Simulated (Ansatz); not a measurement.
Input, command and steps of an Ansatz relaxation.

```yaml
crystal:
  lattice:
    - [4.7821768857, 0.0, 0.0]
    - [-2.3910884429, 4.1414866684, 0.0]
    - [0.0, 0.0, 5.3557772557]
  atoms:
    - { symbol: Si, position: [0.0, 0.5, 0.3333333333] }
    - { symbol: Si, position: [0.5, 0.5, 0.6666666667] }
    - { symbol: Si, position: [0.5, 0.0, 0.0] }
    - { symbol: O, position: [0.5974463374, 0.7987231687, 0.8333333333] }
    - { symbol: O, position: [0.7987231687, 0.5974463374, 0.5] }
    - { symbol: O, position: [0.7987231687, 0.2012768313, 0.1666666667] }
    - { symbol: O, position: [0.4025536626, 0.2012768313, 0.8333333333] }
    - { symbol: O, position: [0.2012768313, 0.4025536626, 0.5] }
    - { symbol: O, position: [0.2012768313, 0.7987231687, 0.1666666667] }
basis:
  ecutwfc: 500
kpoints:
  mp_grid: { grid: [6, 6, 4] }
hamiltonian:
  xc: r2scan
scf:
  occupations: { method: gaussian, width: 0.02 }
output:
  forces: true
  stress: true
  eigenvalues: true
relax:
  adjacent_minimum: "off"
  f_tol: 0.008
  max_steps: 50
  cell: { stress_tol: 0.08, p_target: 25.0 }
```

```bash
ansatz run input.yaml --threads 2 --pin off --max-ram 5120MiB --backend cpu --events-out ev --progress --plain --runs-dir out
```

Theory: DFT r2SCAN, scalar-relativistic, plane waves, PAW (Ansatz 0.2.0).

Of 7 frames 7 are shown, positions in Å and forces in eV/Å; the SCF threshold varies from step to step. Steps run on the plane waves of an earlier cell, with a Pulay correction in the pressure. The basis is chosen afresh for the last frame, the zero of the energies, and at times for earlier ones too; energy and pressure can step there, also at an unchanged geometry. Where two frames share a geometry here, they differ by under 2 meV/atom and 0.3 GPa. The relaxation lowers the enthalpy F + PV at the target pressure, so the free energy itself can rise.

```xyz
9
Lattice="4.7822 0.0000 0.0000 -2.3911 4.1415 0.0000 0.0000 0.0000 5.3558" Properties=species:S:1:pos:R:3:forces:R:3 pbc="T T T" step=1 free_energy_over_end_meV_per_atom=-0.76 pressure_GPa=30.97
Si   -1.1955    2.0707    1.7853    0.0000    0.0000    0.0000
Si    1.1955    2.0707    3.5705    0.0000    0.0000    0.0000
Si    2.3911    0.0000    0.0000    0.0000    0.0000    0.0000
O     0.9473    3.3079    4.4631    0.6571    0.3794    0.0000
O     2.3911    2.4743    2.6779    0.0000    0.7588    0.0000
O     3.3384    0.8336    0.8926    0.6571   -0.3794    0.0000
O     1.4438    0.8336    4.4631   -0.6571   -0.3794    0.0000
O     0.0000    1.6672    2.6779    0.0000   -0.7588    0.0000
O    -0.9473    3.3079    0.8926   -0.6571    0.3794    0.0000
9
Lattice="4.7913 0.0000 0.0000 -2.3956 4.1494 0.0000 0.0000 0.0000 5.3830" Properties=species:S:1:pos:R:3:forces:R:3 pbc="T T T" step=2 free_energy_over_end_meV_per_atom=-22.43 pressure_GPa=27.73
Si   -1.1978    2.0747    1.7943    0.0000    0.0000    0.0000
Si    1.1978    2.0747    3.5887    0.0000    0.0000    0.0000
Si    2.3956    0.0000    0.0000    0.0000    0.0000    0.0000
O     0.9537    3.3169    4.4859    0.5114    0.2952    0.0000
O     2.3956    2.4843    2.6915    0.0000    0.5905    0.0000
O     3.3493    0.8325    0.8972    0.5114   -0.2952    0.0000
O     1.4420    0.8325    4.4859   -0.5114   -0.2952    0.0000
O     0.0000    1.6651    2.6915    0.0000   -0.5905    0.0000
O    -0.9537    3.3169    0.8972   -0.5114    0.2952    0.0000
9
Lattice="4.7638 0.0000 0.0000 -2.3819 4.1255 0.0000 0.0000 0.0000 5.4318" Properties=species:S:1:pos:R:3:forces:R:3 pbc="T T T" step=3 free_energy_over_end_meV_per_atom=-24.94 pressure_GPa=26.01
Si   -1.1909    2.0628    1.8106    0.0000    0.0000    0.0000
Si    1.1909    2.0628    3.6212    0.0000    0.0000    0.0000
Si    2.3819    0.0000    0.0000    0.0000    0.0000    0.0000
O     0.9679    3.3092    4.5265    0.3012    0.1739    0.0000
O     2.3819    2.4928    2.7159    0.0000    0.3478    0.0000
O     3.3498    0.8164    0.9053    0.3012   -0.1739    0.0000
O     1.4140    0.8164    4.5265   -0.3012   -0.1739    0.0000
O     0.0000    1.6327    2.7159    0.0000   -0.3478    0.0000
O    -0.9679    3.3092    0.9053   -0.3012    0.1739    0.0000
9
Lattice="4.6995 0.0000 0.0000 -2.3498 4.0699 0.0000 0.0000 0.0000 5.5219" Properties=species:S:1:pos:R:3:forces:R:3 pbc="T T T" step=4 free_energy_over_end_meV_per_atom=-10.47 pressure_GPa=24.43
Si   -1.1749    2.0350    1.8406    0.0000    0.0000    0.0000
Si    1.1749    2.0350    3.6812    0.0000    0.0000    0.0000
Si    2.3498    0.0000    0.0000    0.0000    0.0000    0.0000
O     0.9902    3.2850    4.6015   -0.0119   -0.0068    0.0000
O     2.3498    2.5000    2.7609    0.0000   -0.0137    0.0000
O     3.3400    0.7849    0.9203   -0.0119    0.0068    0.0000
O     1.3596    0.7849    4.6015    0.0119    0.0068    0.0000
O     0.0000    1.5699    2.7609    0.0000    0.0137    0.0000
O    -0.9902    3.2850    0.9203    0.0119   -0.0068    0.0000
9
Lattice="4.6647 0.0000 0.0000 -2.3323 4.0397 0.0000 0.0000 0.0000 5.5772" Properties=species:S:1:pos:R:3:forces:R:3 pbc="T T T" step=5 free_energy_over_end_meV_per_atom=-1.88 pressure_GPa=24.89
Si   -1.1662    2.0199    1.8591    0.0000    0.0000    0.0000
Si    1.1662    2.0199    3.7182    0.0000    0.0000    0.0000
Si    2.3323    0.0000    0.0000    0.0000    0.0000    0.0000
O     0.9881    3.2636    4.6477    0.0154    0.0089    0.0000
O     2.3323    2.4875    2.7886    0.0000    0.0178    0.0000
O     3.3204    0.7761    0.9295    0.0154   -0.0089    0.0000
O     1.3443    0.7761    4.6477   -0.0154   -0.0089    0.0000
O     0.0000    1.5522    2.7886    0.0000   -0.0178    0.0000
O    -0.9881    3.2636    0.9295   -0.0154    0.0089    0.0000
9
Lattice="4.6635 0.0000 0.0000 -2.3317 4.0387 0.0000 0.0000 0.0000 5.5746" Properties=species:S:1:pos:R:3:forces:R:3 pbc="T T T" step=6 free_energy_over_end_meV_per_atom=-0.10 pressure_GPa=24.97
Si   -1.1659    2.0193    1.8582    0.0000    0.0000    0.0000
Si    1.1659    2.0193    3.7164    0.0000    0.0000    0.0000
Si    2.3317    0.0000    0.0000    0.0000    0.0000    0.0000
O     0.9895    3.2637    4.6455    0.0009    0.0005    0.0000
O     2.3317    2.4888    2.7873    0.0000    0.0010    0.0000
O     3.3212    0.7750    0.9291    0.0009   -0.0005    0.0000
O     1.3423    0.7750    4.6455   -0.0009   -0.0005    0.0000
O     0.0000    1.5499    2.7873    0.0000   -0.0010    0.0000
O    -0.9895    3.2637    0.9291   -0.0009    0.0005    0.0000
9
Lattice="4.6635 0.0000 0.0000 -2.3317 4.0387 0.0000 0.0000 0.0000 5.5746" Properties=species:S:1:pos:R:3:forces:R:3 pbc="T T T" step=7 free_energy_over_end_meV_per_atom=0.00 pressure_GPa=24.98
Si   -1.1659    2.0193    1.8582    0.0000    0.0000    0.0000
Si    1.1659    2.0193    3.7164    0.0000    0.0000    0.0000
Si    2.3317    0.0000    0.0000    0.0000    0.0000    0.0000
O     0.9895    3.2637    4.6455    0.0009    0.0005    0.0000
O     2.3317    2.4888    2.7873    0.0000    0.0011    0.0000
O     3.3212    0.7750    0.9291    0.0009   -0.0005    0.0000
O     1.3423    0.7750    4.6455   -0.0009   -0.0005    0.0000
O     0.0000    1.5499    2.7873    0.0000   -0.0011    0.0000
O    -0.9895    3.2637    0.9291   -0.0009    0.0005    0.0000
```

The run took 66 s on 2 threads of Arm Neoverse V1, with other jobs on the host, peak memory 0.57 GiB.